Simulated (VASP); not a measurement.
Set up this calculation in VASP 6.6.1, as the native input.

```
Task                   : single point
Functional             : LDA
Potentials or basis    : VASP PAW LDA potentials, release 64 (O, H, F)
Cutoff                 : 520 eV
k mesh                 : 1 × 1 × 1
Occupations            : fermi-dirac, width 0.02 eV
Spin                   : no spin polarisation
Dipole correction      : no
Further INCAR settings : LREAL = Auto; ALGO = Fast; EDIFF = 1e-06; NBANDS = 66
```

The structure of H21O10F lies in POSCAR:

```
H21O10F
1.0
    7.5723370000      0.0000000000      0.0000000000
    0.0000000000      7.5723370000      0.0000000000
    0.0000000000      0.0000000000      7.5723370000
O H F
10 21 1
Direct
    0.4037194858      0.1210062363      0.4180743673
    0.7735260594      0.2576351264      0.9000920059
    0.3112645409      0.8248840483      0.3294095337
    0.2546373728      0.4473123687      0.8722274246
    0.9951089076      0.5249106055      0.3835539808
    1.0223263967      1.0075885423      0.4959895472
    0.3592682153      0.2075317039      1.0998189859
    0.6451244840      0.7042607850      0.3501032772
    0.9519518215      0.5222297951      0.0463133112
    0.0537878861      0.3020996028      0.6615923195
    0.3445963908      0.0010828889      0.4131221313
    0.3912926749      0.1808820711      0.2991546731
    0.8346564607      0.2454196109      0.7973892340
    0.6689348348      0.1741206182      0.8990091170
    0.2437688655      0.7878149110      0.2316854097
    0.4387416989      0.7664476634      0.3257514820
    0.3790375415      0.4664213967      0.8490113422
    0.1732226128      0.3788130401      0.7835757970
    0.9627542990      0.6371744945      0.4377116338
    0.9687762180      0.5067127889      0.2534092183
    0.9131394971      1.0575863171      0.4376984278
    1.1119288537      0.9747981370      0.4196987007
    0.3001847382      0.1039045146      1.0638855614
    0.3049124729      0.2987452883      1.0217981582
    0.6942506653      0.5939513786      0.3767000861
    0.6929960988      0.8117177035      0.4042873422
    1.0703696890      0.5176605320      0.0013734201
    0.9016899274      0.4266978609     -0.0213540417
   -0.0041598783      0.3851651082      0.5701278218
    0.0619623770      0.1730245233      0.6080421408
    0.5648850546      1.1053654902      0.4219173024
    0.6956108794      1.0420032812      0.4342780835
```

The cell was built by a generator and needn't be a form met in nature.

The input as run:

INCAR

```
SYSTEM = H21O10F
PREC = Accurate ; ENCUT = 520
EDIFF = 1E-6 ; ISMEAR = -1
SIGMA = 0.02 ; LREAL = Auto
LASPH = .TRUE. ; NELM = 100
ALGO = Fast ; ISIF = 2
LWAVE = .FALSE. ; LCHARG = .FALSE.
GGA = CA ; NBANDS = 66
```

KPOINTS

```
regular mesh
0
G
  1 1 1
  0 0 0
```

Potentials or basis: VASP PAW LDA potentials, release 64 (O, H, F).

Command:

```sh
$ cat potpaw_LDA.64/O/POTCAR potpaw_LDA.64/H/POTCAR potpaw_LDA.64/F/POTCAR > POTCAR
$ mpirun -np 1 vasp_gam > vasp.out
```

It gave:

The pressure is 1.0 GPa. The largest force is 5.162 eV/Å and the band gap on the k mesh is 4.64 eV, direct.

Run time: 37 s on 1 thread of Intel(R) Xeon(R) 6975P-C (Granite Rapids) (shared host), peak memory 0.3 GiB.
